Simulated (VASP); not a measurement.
# KI (Fm-3m) in VASP: a series of runs

One crystal, KI, is run at these levels: LDA; tasks: relaxation of cell and atoms, relaxation of the atoms.

Everything below comes from runs of VASP 6.6.1. Logs are shortened: lines on timing, memory, paths and dates and some standing lists are left out, and cuts for length are marked.

**The experiment to reproduce.**

From a printed reference work, monograph, for a bulk crystal of KI: band gap 6.32 eV.

The runs below are set against these values where they give the same quantity.

### Step 1. The crystal as given

It takes space group Fm-3m (No. 225, cubic). The conventional cell has a = 6.827 Å, b = 6.827 Å, c = 6.827 Å, α = 90.00°, β = 90.00°, γ = 90.00°. Around K (site symmetry m-3m) lie 6 I at 3.41 Å. Around I (site symmetry m-3m) lie 6 K at 3.41 Å.

### Step 2. Relaxation of cell and atoms, LDA

INCAR reads:

```
PREC = Accurate
ENCUT = 600
EDIFF = 1E-7
ISMEAR = 0
SIGMA = 0.03
LREAL = F
LASPH = T
NELM = 80
ALGO = Normal
ISIF = 3
LWAVE = F
LCHARG = F
GGA = CA
IBRION = 2
NSW = 90
EDIFFG = -0.005
```

KPOINTS reads:

```
regular mesh
0
Gamma
  8 8 8
```

POSCAR reads:

```
KI                                      
1.0
    0.0000000000      3.4135287544      3.4135287544
    3.4135287544     -0.0000000000      3.4135287544
    3.4135287544      3.4135287544      0.0000000000
  K               I             
     1     1
Direct
     1.0000000000000000    0.0000000000000000    0.0000000000000000
     0.5000000000000000    0.5000000000000000    0.5000000000000000
```

Potentials or basis: VASP PAW LDA potentials, release 64 (K_sv, I).

Launch:

```
> cat potpaw_LDA.64/K_sv/POTCAR potpaw_LDA.64/I/POTCAR > POTCAR
> mpirun -np 1 vasp_std > vasp.out
```

OUTCAR:

```text
PREC = Accurate
   ENCUT = 600
   EDIFF = 1E-7
   ISMEAR = 0
   LREAL = F
   LASPH = T
   NELM = 80
   ISIF = 3
   GGA = CA
   IBRION = 2
   NSW = 90
   EDIFFG = -0.005

 ion  position               nearest neighbor table
   1  0.000  0.000  0.000-   2 3.41   2 3.41   2 3.41   2 3.41   2 3.41   2 3.41
   2  0.500  0.500  0.500-   1 3.41   1 3.41   1 3.41   1 3.41   1 3.41   1 3.41

  LATTYP: Found a face centered cubic cell.
 ALAT       =     6.8270575088

  Lattice vectors:

 A1 = (   0.0000000000,   3.4135287544,   3.4135287544)
 A2 = (   3.4135287544,   0.0000000000,   3.4135287544)
 A3 = (   3.4135287544,   3.4135287544,   0.0000000000)

Analysis of symmetry for initial positions (statically):
=====================================================================
 Subroutine PRICEL returns:
 Original cell was already a primitive cell.

 Routine SETGRP: Setting up the symmetry group for a
 face centered cubic supercell.

 Subroutine GETGRP returns: Found 48 space group operations
 (whereof 48 operations were pure point group operations)
 out of a pool of 48 trial point group operations.

The static configuration has the point symmetry O_h .

Analysis of symmetry for dynamics (positions and initial velocities):
=====================================================================
 Subroutine PRICEL returns:
 Original cell was already a primitive cell.

 Routine SETGRP: Setting up the symmetry group for a
 face centered cubic supercell.

 Subroutine GETGRP returns: Found 48 space group operations
 (whereof 48 operations were pure point group operations)
 out of a pool of 48 trial point group operations.

The dynamic configuration has the point symmetry O_h .

 Subroutine INISYM returns: Found 48 space group operations
 (whereof 48 operations are pure point group operations),
 and found     1 'primitive' translations

----------------------------------------------------------------------------------------

                                     Primitive cell

  volume of cell :      79.5501

  direct lattice vectors                    reciprocal lattice vectors
     0.000000000  3.413528754  3.413528754    -0.146475989  0.146475989  0.146475989
     3.413528754  0.000000000  3.413528754     0.146475989 -0.146475989  0.146475989
     3.413528754  3.413528754  0.000000000     0.146475989  0.146475989 -0.146475989

  length of vectors
     4.827458660  4.827458660  4.827458660     0.253703855  0.253703855  0.253703855

  position of ions in fractional coordinates (direct lattice)
     0.000000000  0.000000000  0.000000000
     0.500000000  0.500000000  0.500000000

  ion indices of the primitive-cell ions
   primitive index   ion index
                 1           1
                 2           2

----------------------------------------------------------------------------------------

 KPOINTS: regular mesh

Automatic generation of k-mesh.
 Grid dimensions read from file:
 generate k-points for:    8    8    8

 Generating k-lattice:

  Cartesian coordinates                     Fractional coordinates (reciprocal lattice)
    -0.018309499  0.018309499  0.018309499     0.125000000  0.000000000  0.000000000
     0.018309499 -0.018309499  0.018309499     0.000000000  0.125000000  0.000000000
     0.018309499  0.018309499 -0.018309499     0.000000000  0.000000000  0.125000000

  Length of vectors
     0.031712982  0.031712982  0.031712982

  Shift w.r.t. Gamma in fractional coordinates (k-lattice)
     0.000000000  0.000000000  0.000000000

 Subroutine IBZKPT returns following result:
 ===========================================

 Found     29 irreducible k-points:

 Following reciprocal coordinates:
            Coordinates               Weight
  0.000000  0.000000  0.000000      1.000000
  0.125000  0.000000  0.000000      8.000000
  0.250000  0.000000  0.000000      8.000000
  0.375000  0.000000  0.000000      8.000000
  0.500000  0.000000  0.000000      4.000000
  0.125000  0.125000  0.000000      6.000000
[... 16 lines left out ...]
  0.500000  0.250000  0.125000     48.000000
 -0.375000  0.250000  0.125000     24.000000
 [... further k-points ...]
   k-points           NKPTS =     29   k-points in BZ     NKDIM =     29   number of bands    NBANDS=     12
   number of dos      NEDOS =    301   number of ions     NIONS =      2
   total plane-waves  NPLWV =  64000
   dimension x,y,z NGX =    40 NGY =   40 NGZ =   40
   dimension x,y,z NGXF=    80 NGYF=   80 NGZF=   80
   ions per type =               1   1
   NGX,Y,Z   is equivalent  to a cutoff of  13.78, 13.78, 13.78 a.u.
   NGXF,Y,Z  is equivalent  to a cutoff of  27.55, 27.55, 27.55 a.u.
 SYSTEM =  unknown system
   PREC   = accura    normal or accurate (medium, high low for compatibility)
   ISTART =      0    job   : 0-new  1-cont  2-samecut
   ICHARG =      2    charge: 1-file 2-atom 10-const
   ISPIN  =      1    spin polarized calculation?
   LNONCOLLINEAR =      F non collinear calculations
   LSORBIT =      F    spin-orbit coupling
   LASPH  =      T    aspherical Exc in radial PAW
   ENCUT  =  600.0 eV  44.10 Ry    6.64 a.u.   9.64  9.64  9.64*2*pi/ulx,y,z
   NELM   =     80;   NELMIN=  2; NELMDL= -5     # of ELM steps
   EDIFF  = 0.1E-06   stopping-criterion for ELM
   LREAL  =      F    real-space projection
   EDIFFG = -.5E-02   stopping-criterion for IOM
   NSW    =     90    number of steps for IOM
   IBRION =      2    ionic relax: 0-MD 1-quasi-New 2-CG
   NFREE  =      1    steps in history (QN), initial steepest desc. (CG)
   ISIF   =      3    stress and relaxation
   ISYM   =      2    0-nonsym 1-usesym 2-fastsym
   POTIM  = 0.5000    time-step for ionic-motion
   TEBEG  =    0.0;   TEEND  =   0.0 temperature during run
   PSTRESS=    0.0 pullay stress
   NELECT =      16.0000    total number of electrons
   NUPDOWN=      -1.0000    fix difference up-down
   EMIN   =  10.00;   EMAX   =-10.00  energy-range for DOS
   EFERMI =   0.00;   METHOD = LEGACY
   ISMEAR =     0;   SIGMA  =   0.03  broadening in eV -4-tet -1-fermi 0-gaus
   EFERMI_NEDOS =   21; number of points for ismear=-14 and -15
   IALGO  =     38    algorithm
   IMIX   =      4    mixing-type and parameters
     AMIX     =   0.40;   BMIX     =  1.00
     AMIX_MAG =   1.60;   BMIX_MAG =  1.00
  volume/ion in A,a.u.               =      39.78       268.42
  Fermi-wavevector in a.u.,A,eV,Ry     =   0.959183  1.812592 12.517783  0.920031
  Thomas-Fermi vector in A             =   2.088356
   LORBIT       =      0    0 simple, 1 ext, 2 COOP (PROOUT), +10 PAW based schemes
   GGA     = CA    functional components
   LHFCALC =     F    Hartree Fock is set to
   AEXX    =    0.0000 exact exchange contribution
   IVDW    =     0    specifies the selected vdW correction
   LEPSILON=     F    determine dielectric tensor
   LRPA    =     F    only Hartree local field effects (RPA)
 conjugate gradient relaxation of ions
 non-spin polarized calculation
 Gauss-broadening in eV      SIGMA  =   0.03
  energy-cutoff  :      600.00
  volume of cell :       79.55
 maximum number of plane-waves:      2691
   NGX = 19   NGY = 19   NGZ = 19

 number of electron      16.0000000 magnetization

 Free energy of the ion-electron system (eV)
  ---------------------------------------------------
  ext. energy  EPLUGINS =         0.00000000
  ---------------------------------------------------
  free energy    TOTEN  =        -6.16630109 eV

  energy without entropy =       -6.16630109  energy(sigma->0) =       -6.16630109

 E-fermi :   0.1285     XC(G=0):  -8.0312

 val. band max:       -0.0431531324   @ k =   0.0000   0.0000   0.0000
 cond. band min:       3.8249903614   @ k =   0.0000   0.0000   0.0000
 fundamental gap:      3.8681434938
 Fermi energy:         0.1285316548

 k-point     1 :       0.0000    0.0000    0.0000
  band No.  band energies     occupation
      1     -28.0277      2.00000
      2     -11.7696      2.00000
      3     -11.7696      2.00000
      4     -11.7696      2.00000
      5     -10.7860      2.00000
      6      -0.0432      2.00000
      7      -0.0432      2.00000
      8      -0.0432      2.00000
      9       3.8250      0.00000
     10       6.1751      0.00000
     11       6.1751      0.00000
     12       6.1751      0.00000

 k-point     2 :       0.1250    0.0000    0.0000
  band No.  band energies     occupation
      1     -28.0271      2.00000
      2     -11.8288      2.00000
      3     -11.7701      2.00000
      4     -11.7701      2.00000
      5     -10.7011      2.00000
      6      -0.3762      2.00000
      7      -0.1171      2.00000
      8      -0.1171      2.00000
      9       4.2658      0.00000
     10       6.1110      0.00000
     11       6.3627      0.00000
     12       6.3627      0.00000

 k-point     3 :       0.2500    0.0000    0.0000
  band No.  band energies     occupation
      1     -28.0256      2.00000
      2     -11.9447      2.00000
      3     -11.7712      2.00000
      4     -11.7712      2.00000
      5     -10.5213      2.00000
      6      -1.0050      2.00000
      7      -0.2838      2.00000
      8      -0.2838      2.00000
      9       4.9622      0.00000
     10       6.4055      0.00000
     11       6.8577      0.00000
     12       6.8577      0.00000
[... 286 lines left out ...]
 k-point    23 :       0.5000    0.2500    0.1250
  band No.  band energies     occupation
      1     -28.0234      2.00000
      2     -11.9808      2.00000
      3     -11.7982      2.00000
      4     -11.7800      2.00000
      5     -10.4088      2.00000
      6      -1.3538      2.00000
      7      -0.6354      2.00000
      8      -0.5028      2.00000
      9       5.6613      0.00000
     10       6.4768      0.00000
     11       7.2258      0.00000
     12       8.1174      0.00000

 k-point    24 :      -0.3750    0.2500    0.1250
  band No.  band energies     occupation
      1     -28.0229      2.00000
      2     -11.9945      2.00000
      3     -11.7988      2.00000
      4     -11.7841      2.00000
      5     -10.3785      2.00000
      6      -1.4213      2.00000
      7      -0.7319      2.00000
      8      -0.5473      2.00000
      9       5.8466      0.00000
     10       6.6313      0.00000
     11       7.4869      0.00000
     12       8.2009      0.00000

 [... further k-points ...]

------------------------ aborting loop because EDIFF is reached ----------------------------------------

  FORCE on cell =-STRESS in cart. coord.  units (eV):
  Direction    XX          YY          ZZ          XY          YZ          ZX
  --------------------------------------------------------------------------------------
  -------------------------------------------------------------------------------------
  Total        0.0019795      0.0019795      0.0019795      0.0000000     -0.0000000      0.0000000
  in kB        0.0398685      0.0398685      0.0398685      0.0000000     -0.0000000      0.0000000
  external PRESSURE =       0.0398685 kB  Pullay stress =       0.0000000 kB

 VOLUME and BASIS-vectors are now :
 -----------------------------------------------------------------------------
  energy-cutoff  :      600.00
  volume of cell :       79.55
      direct lattice vectors                 reciprocal lattice vectors
     0.000000000  3.413528754  3.413528754    -0.146475989  0.146475989  0.146475989
     3.413528754  0.000000000  3.413528754     0.146475989 -0.146475989  0.146475989
     3.413528754  3.413528754  0.000000000     0.146475989  0.146475989 -0.146475989

 POSITION                                       TOTAL-FORCE (eV/Angst)
 -----------------------------------------------------------------------------------
      0.00000      0.00000      0.00000         0.000000      0.000000     -0.000000
      3.41353      3.41353      3.41353        -0.000000      0.000000      0.000000
 -----------------------------------------------------------------------------------
    total drift:                                0.000000     -0.000000     -0.000000

  FREE ENERGIE OF THE ION-ELECTRON SYSTEM (eV)
  ---------------------------------------------------
  free  energy   TOTEN  =        -6.1663010871 eV

  energy  without entropy=       -6.1663010871  energy(sigma->0) =       -6.16630109

 reached required accuracy - stopping structural energy minimisation
```

It took 32 s on 1 thread of Intel Xeon Platinum 8488C (Sapphire Rapids), shared host; peak memory 0.21 GiB.

Results:

```
Free energy             : -6.1663 eV
Pressure after relaxing : 0.0 GPa
Band gap on the k mesh  : 3.87 eV, direct
```

Final structure:
```cif
data_structure
_symmetry_space_group_name_H-M 'P 1'
_symmetry_Int_Tables_number 1
_cell_length_a 4.8275
_cell_length_b 4.8275
_cell_length_c 4.8275
_cell_angle_alpha 60.000
_cell_angle_beta 60.000
_cell_angle_gamma 60.000
_cell_volume 79.55
loop_
_atom_site_label
_atom_site_type_symbol
_atom_site_fract_x
_atom_site_fract_y
_atom_site_fract_z
_atom_site_occupancy
K1 K 0.00000 0.00000 0.00000 1
I1 I 0.50000 0.50000 0.50000 1
```

Levels at points of the mesh, in eV from the valence-band top:
| k point | band 6 | band 7 | band 8 | band 9 | band 10 | band 11 |
| --- | --- | --- | --- | --- | --- | --- |
| (0.00, 0.00, 0.00) | 0.00 | 0.00 | 0.00 | 3.87 | 6.22 | 6.22 |
| (0.50, 0.00, 0.00) | -1.65 | -0.45 | -0.45 | 5.36 | 7.71 | 8.18 |
| (0.50, 0.50, 0.00) | -1.21 | -0.44 | -0.44 | 4.49 | 5.72 | 8.04 |

Caveat: the relaxation stopped at its first step, so nothing moved; spin-orbit coupling is left out, which moves the levels of the heavy elements.

### Step 3. Relaxation of the atoms, LDA (a relaxed cell with its volume scaled by 0.94)

INCAR: that of step 2 with these lines changed.

```diff
@@ -9,3 +9,3 @@
 ALGO = Normal
-ISIF = 3
+ISIF = 2
 LWAVE = F
@@ -14,3 +14,3 @@
 IBRION = 2
-NSW = 90
-EDIFFG = -0.005
+NSW = 40
+EDIFFG = -0.01
```

KPOINTS is that of step 2.

POSCAR reads:

```
KI                                      
1.0
    0.0000000000      3.3438453495      3.3438453495
    3.3438453495      0.0000000000      3.3438453495
    3.3438453495      3.3438453495      0.0000000000
  K               I             
     1     1
Direct
     0.0000000000000000    0.0000000000000000    0.0000000000000000
     0.5000000000000000    0.5000000000000000    0.5000000000000000
```

Potentials or basis: VASP PAW LDA potentials, release 64 (K_sv, I).

Launch:

```
> cat potpaw_LDA.64/K_sv/POTCAR potpaw_LDA.64/I/POTCAR > POTCAR
> mpirun -np 1 vasp_std > vasp.out
```

Wall time 28 s (1 thread of Intel Xeon Platinum 8488C (Sapphire Rapids), shared host); peak memory 0.2 GiB.

It converged, with:

```
Free energy             : -6.1498 eV
Pressure after relaxing : 1.2 GPa
Band gap on the k mesh  : 4.04 eV, direct
```

Final structure:
```
CELL_PARAMETERS angstrom
0.00000 3.34385 3.34385
3.34385 0.00000 3.34385
3.34385 3.34385 0.00000
ATOMIC_POSITIONS crystal
K 0.00000 0.00000 0.00000
I 0.50000 0.50000 0.50000
```

Levels at points of the mesh, in eV from the valence-band top:
| k point | band 6 | band 7 | band 8 | band 9 | band 10 | band 11 |
| --- | --- | --- | --- | --- | --- | --- |
| (0.00, 0.00, 0.00) | 0.00 | 0.00 | 0.00 | 4.04 | 6.16 | 6.16 |
| (0.50, 0.00, 0.00) | -1.82 | -0.53 | -0.53 | 5.41 | 7.84 | 8.30 |
| (0.50, 0.50, 0.00) | -1.31 | -0.48 | -0.48 | 4.35 | 5.88 | 8.08 |

Caveat: the relaxation stopped at its first step, so nothing moved; spin-orbit coupling is left out, which moves the levels of the heavy elements. A k mesh can miss the band edges.

### Step 4. Relaxation of the atoms, LDA (a relaxed cell with its volume scaled by 0.96)

INCAR is that of step 3.

KPOINTS is that of step 3.

POSCAR reads:

```
KI                                      
1.0
    0.0000000000      3.3673943321      3.3673943321
    3.3673943321      0.0000000000      3.3673943321
    3.3673943321      3.3673943321      0.0000000000
  K               I             
     1     1
Direct
     0.0000000000000000    0.0000000000000000    0.0000000000000000
     0.5000000000000000    0.5000000000000000    0.5000000000000000
```

Launch:

```
> cat potpaw_LDA.64/K_sv/POTCAR potpaw_LDA.64/I/POTCAR > POTCAR
> mpirun -np 1 vasp_std > vasp.out
```

Run time: 29 s. Hardware: 1 thread of Intel Xeon Platinum 8488C (Sapphire Rapids), shared host; peak memory 0.2 GiB.

Results (log left out):

* Free energy: -6.1592 eV
* Pressure after relaxing: 0.7 GPa
* Band gap on the k mesh: 3.98 eV, direct

Final structure:
```cif
data_structure
_symmetry_space_group_name_H-M 'P 1'
_symmetry_Int_Tables_number 1
_cell_length_a 4.7622
_cell_length_b 4.7622
_cell_length_c 4.7622
_cell_angle_alpha 60.000
_cell_angle_beta 60.000
_cell_angle_gamma 60.000
_cell_volume 76.37
loop_
_atom_site_label
_atom_site_type_symbol
_atom_site_fract_x
_atom_site_fract_y
_atom_site_fract_z
_atom_site_occupancy
K1 K 0.00000 0.00000 0.00000 1
I1 I 0.50000 0.50000 0.50000 1
```

Levels at points of the mesh, in eV from the valence-band top:
```
           k point  band 5  band 6  band 7  band 8  band 9  band 10  band 11  band 12
(0.00, 0.00, 0.00)  -10.82    0.00    0.00    0.00    3.98     6.18     6.18     6.18
(0.50, 0.00, 0.00)  -10.24   -1.76   -0.50   -0.50    5.39     7.80     8.26     8.26
(0.50, 0.50, 0.00)  -10.60   -1.27   -0.47   -0.47    4.40     5.82     8.07     8.98
```

Caveat: the relaxation stopped at its first step, so nothing moved; spin-orbit coupling is left out, which moves the levels of the heavy elements. A k mesh can miss the band edges.

(Continued in part 2 of 2.)
